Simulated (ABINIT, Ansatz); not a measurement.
# How the form of the self-energy moves the gap of SiC (Moissanite)

How much does the gap of SiC (Moissanite) depend on the approximation to the self-energy?

Calculated with ABINIT 10.8.3; PBE and many-body steps on it, plane waves.

**What was measured.**

- Gap 3.02 eV: band gap at cryogenic temperature; bulk crystal (literature value) (quoted in “Silicon carbide diodes for neutron detection”, 2020, arxiv:2009.14696).

- Gap 3 eV: optical absorption onset, approximate; UV-Vis-NIR transmission; bulk crystal (400 micron semi-insulating 6H-SiC wafer) (“Effects of energetic ion irradiation on WSe2/SiC heterostructures”, 2017, pmc:5482891).

- Gap 3.03 eV: indirect gap, experimental literature value; quoted from earlier experiment; bulk crystal (quoted in “Charge spill-out and work function of few-layer graphene on SiC(0001)”, 2018, arxiv:1806.04908).

## Step 1: The structure

Symmetry: P6_3mc, No. 186, hexagonal system. Conventional cell: a = 3.081 Å, b = 3.081 Å, c = 15.125 Å, α = 90.00°, β = 90.00°, γ = 120.00°. Nearest to Si lie 4 C at 1.88 to 1.90 Å. Nearest to Si lie 4 C at 1.89 Å. Si has 4 C at 1.89 Å nearest. Nearest to C lie 4 Si at 1.88 to 1.89 Å. C has 4 Si at 1.89 Å nearest. Nearest to C lie 4 Si at 1.89 to 1.90 Å. Farther neighbours are not listed.

The cell and positions come from the Crystallography Open Database and are kept as given unless a step says otherwise.

## Step 2: Empty states on the mesh, 6×6×1 mesh, 653 bands

This step: ABINIT 10.8.3; DFT, PBE, plane waves, norm-conserving pseudopotentials.

The sums over transitions need many empty states on a uniform mesh; this step solves for them.

Contents of run.abi:

```
acell 3*1.0 Angstrom
rprim 
  3.081000000023 -0.000000000005 0.000000000000
  -1.540500000007 2.668224269083 0.000000000000
  0.000000000000 0.000000000000 15.124800000000
ntypat 2
znucl 14 6
natom 12
typat 1 1 1 1 1 1 2 2 2 2 2 2
xred 
  0.000000000000 0.000000000000 0.000000000000
  0.000000000000 0.000000000000 0.500000000000
  0.333333333333 0.666666666667 0.166400000000
  0.666666666667 0.333333333333 0.666400000000
  0.666666666667 0.333333333333 0.332900000000
  0.333333333333 0.666666666667 0.832900000000
  0.333333333333 0.666666666667 0.041200000000
  0.666666666667 0.333333333333 0.541200000000
  0.666666666667 0.333333333333 0.208000000000
  0.333333333333 0.666666666667 0.708000000000
  0.000000000000 0.000000000000 0.374600000000
  0.000000000000 0.000000000000 0.874600000000
pp_dirpath "pseudos"
pseudos "Si.upf, C.upf"
ecut 37
ngkpt 6 6 1
nshiftk 1
shiftk 0 0 0
kptopt 1
chksymbreak 0
iscf -2
irdden 1
istwfk *1
nband 653
nbdbuf 58
tolwfr 1e-09
nstep 60
prtvol 0
indata_prefix "in"
outdata_prefix "out"
tmpdata_prefix "tmp"
```

Run with:

```sh
> OMP_NUM_THREADS=1 mpirun -n 8 abinit run.abi > log
```

Numbers of over 12 decimals in the logs are rounded to 6 here.

The log of the run:

```text
.Version 10.8.3 of ABINIT. v10.8.2 released Aug 2026.

 Symmetries : space group P6_3 m c (#186); Bravais hP (primitive hexag.)
[... echo of the input left out ...]
== DATASET  1 ==================================================================
-   mpi_nproc: 8, omp_nthreads: 1 (-1 if OMP is not activated)
-    --> not optimal distribution: autoparal keyword recommended in input file <--

--- !DatasetInfo
iteration_state: {dtset: 1, }
dimensions: {natom: 12, nkpt: 7, mband: 653, nsppol: 1, nspinor: 1, nspden: 1, mpw: 9084, }
cutoff_energies: {ecut:  37.0, pawecutdg:  -1.0, }
[...]
5.76939    5.76939    5.77854    5.77854    5.82514    5.82712    5.82713    5.84845
   5.84847    5.85852    5.86101    5.88418    5.88475    5.90784    5.91004    5.91216
   5.91672    5.94570    5.95642    5.96160    5.96568
 prteigrs : prtvol=0 or 1, do not print more k-points.

== END DATASET(S) ==============================================================
================================================================================

 -outvars: echo values of variables after computation  --------
            nband         653
             nkpt           7
          spgroup         186
 [... the other variables as echoed above ...]

 Calculation completed.
```

Elapsed: 9 min, on 8 MPI ranks of Arm Neoverse V2, shared host; peak memory 1.7 GiB; 72 min of CPU time.

This step gave:

* gap: 2.017 eV
* k of the valence top: 0, 0, 0
* k of the conduction bottom: 0.5, 0, 0
* least direct gap: 3.123 eV
* k points computed: 7
* lowest point of the top converged band, above the valence top: 144.1210 eV

On this mesh the gap is 2.017 eV.

The density comes from a self-consistent run that is not shown.

## Step 3: Screening, 6×6×1 mesh, 257 bands, screening to 141.5 eV

The RPA dielectric matrix is built and inverted for each q.

This step: RPA screening on PBE, plane waves, norm-conserving pseudopotentials.

Edit run.abi of step 2 so:

```diff
@@ -30,10 +30,11 @@
 chksymbreak 0
-iscf -2
-irdden 1
 istwfk *1
-nband 653
-nbdbuf 58
-tolwfr 1e-09
-nstep 60
-prtvol 0
+occopt 1
+irdwfk 1
+optdriver 3
+nband 257
+ecuteps 5.2
+inclvkb 2
+awtr 1
+symchi 1
 indata_prefix "in"
```

The log of the run:

```text
.Version 10.8.3 of ABINIT. v10.8.2 released Aug 2026.

 Symmetries : space group P6_3 m c (#186); Bravais hP (primitive hexag.)
[... echo of the input left out ...]
== DATASET  1 ==================================================================
-   mpi_nproc: 8, omp_nthreads: 1 (-1 if OMP is not activated)

--- !DatasetInfo
iteration_state: {dtset: 1, }
dimensions: {natom: 12, nkpt: 7, mband: 257, nsppol: 1, nspinor: 1, nspden: 1, mpw: 9084, }
cutoff_energies: {ecut:  37.0, pawecutdg:  -1.0, }
electrons: {nelect:   4.80000000E+01, charge:   0.00000000E+00, occopt:   1.00000000E+00, tsmear:   1.00000000E-02, }

 SCREENING: Calculation of the susceptibility and dielectric matrices

 Based on a program developped by R.W. Godby, V. Olevano, G. Onida, and L. Reining.
 Incorporated in ABINIT by V. Olevano, G.-M. Rignanese, and M. Torrent.
.Using double precision arithmetic ; gwpc =  8

[... cell and pseudopotentials left out ...]
--------------------------------------------------------------------------------

 ==== K-mesh for the wavefunctions ====
 Number of points in the irreducible wedge :     7
[... list of points left out ...]
 Together with 12 symmetry operations and time-reversal symmetry
 yields    36 points in the full Brillouin Zone.

 ==== Q-mesh for the screening function ====
 Number of points in the irreducible wedge :     7
[... list of points left out ...]
 Together with 12 symmetry operations and time-reversal symmetry
 yields    36 points in the full Brillouin Zone.

 setmesh: FFT mesh size selected  =    20x   20x  108
          total number of points  =        43200

 vcoul_init : cutoff-mode = AUXILIARY_FUNCTION
 q-points for optical limit:   1
     1)      0.000010    0.000020    0.000030

- screening: taking advantage of time-reversal symmetry
- Maximum band index for partially occupied states nbvw = 24
- Remaining bands to be divided among processors   nbcw = 233
- Number of bands treated by each node ~29

 Number of electrons calculated from density =   48.0000; Expected =   48.0000
 average of density, n =  0.057206
 r_s =    1.6100
 omega_plasma =   23.0715 [eV]

 calculating chi0 at frequencies [eV] :
  1    0.000000E+00    0.000000E+00
  2    0.000000E+00    2.307151E+01

--------------------------------------------------------------------------------
  q-point number  1        q = ( 0.000000, 0.000000, 0.000000) [r.l.u.]
--------------------------------------------------------------------------------
[... chi0 elements left out ...]
 For q-point:  0.000010 0.000020 0.000030
  dielectric constant =   6.9781
  dielectric constant without local fields =   7.6263

  Average fulfillment of the sum rule on Im[epsilon] for q-point    1 :     88.33  [%]
[... wings left out ...]
  q-point number  2        q = ( 0.166667, 0.000000, 0.000000) [r.l.u.]
--------------------------------------------------------------------------------
[... chi0 elements left out ...]
  Average fulfillment of the sum rule on Im[epsilon] for q-point    2 :     88.44  [%]

 [... 5 further q-points ...]
```

The job ended after 2.8 min (8 MPI ranks; peak memory 4 GiB).

Numbers from this step:

```
ε∞ with local fields, on this mesh, along the program's q direction : 6.978
the same without local fields                                       : 7.626
plasma frequency                                                    : 23.07 eV
plane waves in the screening matrix                                 : 431
```

Local fields lower ε∞ by 8 %. On a Γ-centred mesh this coarse the value itself is usually too large, while a short band sum pulls it down.

## Step 4: G0W0, Godby-Needs plasmon pole

The self-energy is evaluated for the states that the input lists, and the levels follow from it, in one-shot runs by the linearised quasiparticle equation.

This step: G0W0 on PBE, plane waves, norm-conserving pseudopotentials.

Edit run.abi of step 3 so:

```diff
@@ -33,8 +33,17 @@
 irdwfk 1
-optdriver 3
+optdriver 4
 nband 257
+gwcalctyp 0
+ecutsigx 37
+symsigma 1
+nkptgw 2
+kptgw 
+  0.0000000000 0.0000000000 0.0000000000
+  0.5000000000 0.0000000000 0.0000000000
+bdgw 
+  23 26
+  23 26
 ecuteps 5.2
-inclvkb 2
-awtr 1
-symchi 1
+irdscr 1
+ppmodel 1
 indata_prefix "in"
```

The log of the run:

```text
.Version 10.8.3 of ABINIT. v10.8.2 released Aug 2026.

 Symmetries : space group P6_3 m c (#186); Bravais hP (primitive hexag.)
[... echo of the input left out ...]
== DATASET  1 ==================================================================
-   mpi_nproc: 8, omp_nthreads: 1 (-1 if OMP is not activated)

--- !DatasetInfo
iteration_state: {dtset: 1, }
dimensions: {natom: 12, nkpt: 7, mband: 257, nsppol: 1, nspinor: 1, nspden: 1, mpw: 9084, }
cutoff_energies: {ecut:  37.0, pawecutdg:  -1.0, }
electrons: {nelect:   4.80000000E+01, charge:   0.00000000E+00, occopt:   1.00000000E+00, tsmear:   1.00000000E-02, }

 SIGMA: Calculation of the GW corrections

 Based on a program developped by R.W. Godby, V. Olevano, G. Onida, and L. Reining.
 Incorporated in ABINIT by V. Olevano, G.-M. Rignanese, and M. Torrent.
.Using double precision arithmetic ; gwpc =  8

[... cell and pseudopotentials left out ...]
--------------------------------------------------------------------------------

 ==== K-mesh for the wavefunctions ====
 Number of points in the irreducible wedge :     7
[... list of points left out ...]
 Together with 12 symmetry operations and time-reversal symmetry
 yields    36 points in the full Brillouin Zone.

 ==== Q-mesh for screening function ====
 Number of points in the irreducible wedge :     7
[... list of points left out ...]
 Together with 12 symmetry operations and time-reversal symmetry
 yields    36 points in the full Brillouin Zone.

 vcoul_init : cutoff-mode = AUXILIARY_FUNCTION
 q-points for optical limit:   1
     1)      0.000010    0.000020    0.000030
 setmesh: FFT mesh size selected  =    27x   27x  160
          total number of points  =       116640

 Number of electrons calculated from density =   48.0000; Expected =   48.0000
 average of density, n =  0.057206
 r_s =    1.6100
 omega_plasma =   23.0715 [eV]

 === KS Band Gaps ===
  >>>> For spin  1
   Minimum direct gap =   3.1231 [eV], located at k-point      :   0.5000  0.0000  0.0000
   Fundamental gap    =   2.0167 [eV], Top of valence bands at :   0.0000  0.0000  0.0000
                                       Bottom of conduction at :   0.5000  0.0000  0.0000
 SIGMA fundamental parameters:
 PLASMON POLE MODEL  1
 number of plane-waves for SigmaX                 8941
 number of plane-waves for SigmaC and W            431
 number of plane-waves for wavefunctions          8941
 number of bands                                   257
 number of independent spin polarizations            1
 number of spinorial components                      1
 number of k-points in IBZ                           7
 number of q-points in IBZ                           7
 number of symmetry operations                      12
 number of k-points in BZ                           36
 number of q-points in BZ                           36
 number of frequencies for dSigma/dE                 9
 frequency step for dSigma/dE [eV]                0.25
 number of omega for Sigma on real axis              0
 max omega for Sigma on real axis  [eV]           0.00
 zcut for avoiding poles [eV]                     0.10

 EPSILON^-1 parameters (SCR file):
 dimension of the eps^-1 matrix on file            431
 dimension of the eps^-1 matrix used               431
 number of plane-waves for wavefunctions          8941
 number of bands                                   257
 number of q-points in IBZ                           7
 number of frequencies                               2
 number of real frequencies                          1
 number of imag frequencies                          1

 matrix elements of self-energy operator (all in [eV])

 Perturbative Calculation

--- !SelfEnergy_ee
iteration_state: {dtset: 1, }
kpoint     : [   0.000,    0.000,    0.000, ]
spin       : 1
KS_gap     :    5.164
QP_gap     :    5.997
Delta_QP_KS:    0.833
data: !SigmaeeData |
     Band     E0 <VxcDFT>   SigX SigC(E0)      Z dSigC/dE  Sig(E)    E-E0       E
       23   6.871 -14.954 -17.604   2.282   0.794  -0.259 -15.247  -0.293   6.579
       24   6.871 -14.954 -17.604   2.282   0.794  -0.259 -15.247  -0.293   6.579
       25  12.036 -12.147  -6.933  -4.544   0.807  -0.240 -11.607   0.540  12.576
       26  12.207 -12.097  -6.845  -4.591   0.806  -0.241 -11.564   0.533  12.740

--- !SelfEnergy_ee
iteration_state: {dtset: 1, }
kpoint     : [   0.500,    0.000,    0.000, ]
spin       : 1
KS_gap     :    3.123
QP_gap     :    3.910
Delta_QP_KS:    0.787
data: !SigmaeeData |
     Band     E0 <VxcDFT>   SigX SigC(E0)      Z dSigC/dE  Sig(E)    E-E0       E
       23   5.209 -13.906 -16.983   2.457   0.792  -0.263 -14.397  -0.491   4.718
       24   5.765 -14.499 -17.613   2.550   0.791  -0.264 -14.946  -0.446   5.318
       25   8.888 -10.928  -6.753  -3.760   0.818  -0.223 -10.588   0.340   9.228
       26   9.078 -10.777  -6.493  -3.872   0.819  -0.222 -10.439   0.338   9.416

== END DATASET(S) ==============================================================
================================================================================

 -outvars: echo values of variables after computation  --------
           etotal      0.0000000000E+00
            nband         257
             nkpt           7
          spgroup         186
 [... the other variables as echoed above ...]

 Calculation completed.
```

The job ended after 25 s (8 MPI ranks; peak memory 2.9 GiB; 3.3 min of CPU time).

Numbers from this step:

```
G0W0 gap on the points computed              : 2.649 eV
starting gap on the mesh                     : 2.017 eV
k of the valence top                         : 0, 0, 0
k of the conduction bottom                   : 0.5, 0, 0
Z at the valence top                         : 0.794
Z at the conduction bottom                   : 0.818
least direct G0W0 gap on the computed points : 3.91 eV
```

The gap on the mesh goes from 2.02 eV to 2.65 eV, a correction of +0.63 eV.

## Step 5: G0W0, Hybertsen-Louie plasmon pole

Edit run.abi of step 4 so:

```diff
@@ -47,3 +47,3 @@
 irdscr 1
-ppmodel 1
+ppmodel 2
 indata_prefix "in"
```

The log of the run:

```text
.Version 10.8.3 of ABINIT. v10.8.2 released Aug 2026.

 Symmetries : space group P6_3 m c (#186); Bravais hP (primitive hexag.)
[... echo of the input left out ...]
== DATASET  1 ==================================================================
-   mpi_nproc: 8, omp_nthreads: 1 (-1 if OMP is not activated)

--- !DatasetInfo
iteration_state: {dtset: 1, }
dimensions: {natom: 12, nkpt: 7, mband: 257, nsppol: 1, nspinor: 1, nspden: 1, mpw: 9084, }
cutoff_energies: {ecut:  37.0, pawecutdg:  -1.0, }
electrons: {nelect:   4.80000000E+01, charge:   0.00000000E+00, occopt:   1.00000000E+00, tsmear:   1.00000000E-02, }

 SIGMA: Calculation of the GW corrections

 Based on a program developped by R.W. Godby, V. Olevano, G. Onida, and L. Reining.
 Incorporated in ABINIT by V. Olevano, G.-M. Rignanese, and M. Torrent.
.Using double precision arithmetic ; gwpc =  8

[... cell and pseudopotentials left out ...]
--------------------------------------------------------------------------------

 ==== K-mesh for the wavefunctions ====
 Number of points in the irreducible wedge :     7
[... list of points left out ...]
 Together with 12 symmetry operations and time-reversal symmetry
 yields    36 points in the full Brillouin Zone.

 ==== Q-mesh for screening function ====
 Number of points in the irreducible wedge :     7
[... list of points left out ...]
 Together with 12 symmetry operations and time-reversal symmetry
 yields    36 points in the full Brillouin Zone.

 vcoul_init : cutoff-mode = AUXILIARY_FUNCTION
 q-points for optical limit:   1
     1)      0.000010    0.000020    0.000030
 setmesh: FFT mesh size selected  =    27x   27x  160
          total number of points  =       116640

 Number of electrons calculated from density =   48.0000; Expected =   48.0000
[...]
number of omega for Sigma on real axis              0
 max omega for Sigma on real axis  [eV]           0.00
 zcut for avoiding poles [eV]                     0.10

 EPSILON^-1 parameters (SCR file):
 dimension of the eps^-1 matrix on file            431
 dimension of the eps^-1 matrix used               431
 number of plane-waves for wavefunctions          8941
 number of bands                                   257
 number of q-points in IBZ                           7
 number of frequencies                               2
 number of real frequencies                          1
 number of imag frequencies                          1

 matrix elements of self-energy operator (all in [eV])

 Perturbative Calculation

--- !SelfEnergy_ee
iteration_state: {dtset: 1, }
kpoint     : [   0.000,    0.000,    0.000, ]
spin       : 1
KS_gap     :    5.164
QP_gap     :    6.052
Delta_QP_KS:    0.888
data: !SigmaeeData |
     Band     E0 <VxcDFT>   SigX SigC(E0)      Z dSigC/dE  Sig(E)    E-E0       E
       23   6.871 -14.954 -17.604   2.030   0.818  -0.222 -15.461  -0.507   6.364
       24   6.871 -14.954 -17.604   2.030   0.818  -0.222 -15.461  -0.507   6.364
       25  12.036 -12.147  -6.933  -4.754   0.829  -0.207 -11.767   0.381  12.417
[...]
--- !SelfEnergy_ee
iteration_state: {dtset: 1, }
kpoint     : [   0.500,    0.000,    0.000, ]
spin       : 1
KS_gap     :    3.123
QP_gap     :    3.957
Delta_QP_KS:    0.834
data: !SigmaeeData |
     Band     E0 <VxcDFT>   SigX SigC(E0)      Z dSigC/dE  Sig(E)    E-E0       E
[...]
25   8.888 -10.928  -6.753  -3.991   0.837  -0.195 -10.774   0.155   9.043
       26   9.078 -10.777  -6.493  -4.101   0.838  -0.194 -10.624   0.153   9.232

== END DATASET(S) ==============================================================
================================================================================

 -outvars: echo values of variables after computation  --------
           etotal      0.0000000000E+00
            nband         257
             nkpt           7
          spgroup         186
 [... the other variables as echoed above ...]

 Calculation completed.
```

Run time: 23 s. Hardware: 8 MPI ranks; peak memory 2.7 GiB.

Numbers from this step:

| Item | Value |
| --- | --- |
| G0W0 gap on the points computed | 2.679 eV |
| starting gap on the mesh | 2.017 eV |
| k of the valence top | 0, 0, 0 |
| k of the conduction bottom | 0.5, 0, 0 |
| Z at the valence top | 0.818 |
| Z at the conduction bottom | 0.837 |
| least direct G0W0 gap on the computed points | 3.957 eV |

Against G0W0 in ABINIT (6×6×1 mesh, 257 bands, screening to 141.5 eV, Godby-Needs plasmon pole), the gap moves by +0.030 eV.

## Step 6: G0W0, von der Linden-Horsch plasmon pole

Edit run.abi of step 5 so:

```diff
@@ -47,3 +47,3 @@
 irdscr 1
-ppmodel 2
+ppmodel 3
 indata_prefix "in"
```

The log of the run:

```text
.Version 10.8.3 of ABINIT. v10.8.2 released Aug 2026.

 Symmetries : space group P6_3 m c (#186); Bravais hP (primitive hexag.)
[... echo of the input left out ...]
== DATASET  1 ==================================================================
-   mpi_nproc: 8, omp_nthreads: 1 (-1 if OMP is not activated)

--- !DatasetInfo
iteration_state: {dtset: 1, }
dimensions: {natom: 12, nkpt: 7, mband: 257, nsppol: 1, nspinor: 1, nspden: 1, mpw: 9084, }
cutoff_energies: {ecut:  37.0, pawecutdg:  -1.0, }
[...]
Band     E0 <VxcDFT>   SigX SigC(E0)      Z dSigC/dE  Sig(E)    E-E0       E
[...]
25   8.888 -10.928  -6.753  -4.084   0.843  -0.186 -10.851   0.078   8.966
       26   9.078 -10.777  -6.493  -4.201   0.844  -0.185 -10.707   0.070   9.149

== END DATASET(S) ==============================================================
================================================================================

 -outvars: echo values of variables after computation  --------
           etotal      0.0000000000E+00
            nband         257
             nkpt           7
          spgroup         186
 [... the other variables as echoed above ...]

 Calculation completed.
```

Run time: 14 s. Hardware: 8 MPI ranks; peak memory 2.5 GiB.

This step gave:

```
G0W0 gap on the points computed              : 2.603 eV
starting gap on the mesh                     : 2.017 eV
k of the valence top                         : 0, 0, 0
k of the conduction bottom                   : 0.5, 0, 0
least direct G0W0 gap on the computed points : 3.895 eV
```

Against G0W0 in ABINIT (6×6×1 mesh, 257 bands, screening to 141.5 eV, Godby-Needs plasmon pole), the gap moves by −0.046 eV.

(Continued in part 2 of 2.)

[Paths, hosts, dates, memory and timing lines, banners, echoed tables and standing remarks are left out of the program output.]

[Logs are printed without paths, hosts, clocks, repeated set-up lines and the standing remarks that a program may print on its own settings, such as how far it seeks lower states.]

[Runs of the session that timed out or met a known fault of the program may be left out.]

[Hosts, paths, dates, database ids (printed as entryN), source tags and the programs' standing remarks are cut or masked in the printed files.]

[G0W0 gaps are taken among the corrected bands and points alone; a level outside them can change the order at an edge.]

[Where Ansatz stands beside ABINIT at settings called matched, ABINIT's density can come from a denser mesh and the files from another edition; pairs whose starting gaps differed by over 0.03 eV were left out, so agreement reads better than it is.]
